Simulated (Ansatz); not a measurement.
# Sb under changes of volume

One of the cells (30.206 Å³/atom); the others are scaled copies at fixed shape and fractional positions:

```
Sb
1.0
     2.15420    1.24373    3.75800
    -2.15420    1.24373    3.75800
     0.00000   -2.48746    3.75800
Sb
2
Direct
  0.76651 0.76651 0.76651
  0.23349 0.23349 0.23349
```

* Program: Ansatz 0.2.0
* Functional: exchange-only PBE
* Potentials or basis: Ansatz PAW
* Cutoff: 420 eV (not typed: the program's choice for these potentials)
* k mesh: 8 × 8 × 8
* Occupations: fermi-dirac, width 0.05 eV
* Spin: no spin polarisation

```tsv
volume (Å³/atom)	energy over the lowest point (meV/atom)	pressure (GPa)	largest force (eV/Å)
28.393	284.72	17.8	0.652
28.998	221.45	15.8	0.527
29.602	165.34	14.0	0.409
30.206	115.70	12.4	0.300
30.810	?	?	?
31.414	33.51	9.5	0.103
32.018	0.00	8.3	0.016
```

Q: What does the run at 30.810 Å³/atom give?

A: Energy over the lowest point 71.93 meV/atom; pressure 10.9 GPa; largest force 0.198 eV/Å.

Worked out: A Birch-Murnaghan fit of order 3 (a polynomial in V^(-2/3)) to the other rows has no minimum within the range. It gives 71.92 meV/atom at 30.810 Å³/atom, against the run's 71.93, and -dE/dV = 10.9 GPa, against 10.9.

Energies are extrapolated to zero smearing.

Caveats: the PAW data sets come from PBE, with cores solved anew for the run's functional, which leaves a small shift of forces and pressure.
